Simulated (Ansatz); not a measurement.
Ta₂C: energy along a strain

Ta₂C, P-3m1, a = 3.095 Å, c = 4.921 Å. The structure is a COD entry; whether it is the stable form wasn't checked. Ansatz: PBEsol, PAW, 420 eV, Γ-centred 18×18×10 mesh on 3 atoms, Gaussian smearing 0.15 eV; no spin polarisation. Cell vectors (Å): 3.095 0.000 0.000; -1.548 2.681 0.000; 0.000 0.000 4.921. The cell is strained by x per cent times the pattern (1 1 0 0 0 0) in the order xx yy zz yz xz xy (engineering shears), with fractional coordinates held. y is the free energy over the start, V0 = 13.611 Å³/atom. Points with a strain past 8.5 % were computed too (5) and aren't used here.

```
x (%) y (meV/atom)
-7.50        399.93
-3.75         90.62
 0.00          0.00
 3.75             ?
 7.50        273.75
```

Question: Fit y = c2 x² + c3 x³ to the other rows, get the stiffness along the pattern, and predict the missing energy.

Answer: Least squares on the rows shown. y = 5.9851 x² − 0.14934 x³. The clamped-ion stiffness p·C·p = 2 × 59.85 eV × 160.2 / 13.611 Å³ = 1409 GPa. At x = 3.75 the fit asked for gives 76.29 meV/atom. The run gave 75.18 meV/atom, so the fit is 1.11 meV/atom too high, within twice the rms miss on the fitted rows (0.84 meV/atom).

Spin–orbit coupling is left out, which can shift energies with elements as heavy as these.

Compressing the basal plane costs more energy than stretching it by the same amount, which is what the negative cubic term expresses. Shortening the Ta–C and in-plane Ta–Ta contacts steepens the Pauli repulsion, while stretching weakens the C 2p–Ta 5d overlap and the metallic d bonding more gradually. The large stiffness fits this mixed covalent and metallic bonding, but it is a biaxial combination, 2(C11 + C12), and not a Young's modulus or a single elastic constant.

The fit lies above the computed energy at both -3.75 and 3.75. A miss of the same sign on both sides points to an omitted even term, probably quartic, rather than to a poor cubic coefficient. The curvature at the origin is therefore probably slightly lower than the fitted one. Because the strain keeps the trigonal symmetry, the height of the Ta layers relative to carbon remains free to respond, and its relaxation could only lower the stiffness or leave it unchanged; how much it would do so can't be read from this curve.
